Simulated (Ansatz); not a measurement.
# ScAl3: the cost of one run

Method: DFT PBE, scalar-relativistic, plane waves, PAW, in Ansatz 0.2.0.

## Step 1: The structure to begin with

It takes space group P-6m2 (No. 187, hexagonal). Conventional cell: a = 2.840 Å, b = 2.840 Å, c = 9.349 Å, α = 90.00°, β = 90.00°, γ = 120.00°. Around Sc (site symmetry -6m2) lie 6 Sc at 2.84 Å and 6 Al at 2.86 Å. Al (site symmetry 3m) is surrounded by 9 Al at 2.84 to 2.86 Å and 3 Sc at 2.86 Å. Al (site symmetry -6m2) is surrounded by 12 Al at 2.84 to 2.86 Å.

Structure file:

```cif
data_structure
_symmetry_space_group_name_H-M 'P-6m2'
_symmetry_Int_Tables_number 187
_cell_length_a 2.8402
_cell_length_b 2.8402
_cell_length_c 9.3494
_cell_angle_alpha 90.000
_cell_angle_beta 90.000
_cell_angle_gamma 120.000
_cell_volume 65.32
loop_
_atom_site_label
_atom_site_type_symbol
_atom_site_symmetry_multiplicity
_atom_site_Wyckoff_symbol
_atom_site_fract_x
_atom_site_fract_y
_atom_site_fract_z
_atom_site_occupancy
Sc1 Sc 1 f 0.66667 0.33333 0.50000 1
Al1 Al 2 h 0.33333 0.66667 0.75000 1
Al2 Al 1 e 0.66667 0.33333 0.00000 1
```

The start is an ordering of an alloy on its end members' structure types: elements ordered on the sites of the Yb type, Al/Sc on Yb (P-6m2, No. 187).

## Step 2: A first look at the guess

The input, input.yaml:

```yaml
crystal:
  lattice:
    - [2.84020885, 0.0, 0.0]
    - [-1.42010443, 2.45969302, 0.0]
    - [0.0, 0.0, 9.34935947]
  atoms:
    - { symbol: Sc, position: [0.66666667, 0.33333333, 0.5] }
    - { symbol: Al, position: [0.33333333, 0.66666667, 0.75] }
    - { symbol: Al, position: [0.33333333, 0.66666667, 0.25] }
    - { symbol: Al, position: [0.66666667, 0.33333333, 0.0] }
basis:
  ecutwfc: 420
kpoints:
  mp_grid: { grid: [6, 6, 2] }
hamiltonian:
  xc: pbe
scf:
  occupations: { method: gaussian, width: 0.1 }
  lower_state_search: "off"
output:
  forces: true
  stress: true
  eigenvalues: true
```

On the command line:

```console
ansatz run input.yaml --threads 1 --pin off --max-ram 2560MiB --backend cpu --events-out ev --progress --plain --runs-dir out
```

What time and memory should one allow on 1 thread of AMD EPYC 7R43 (Zen 3), shared host?

About 1.1 s, with a peak of 0.37 GiB.
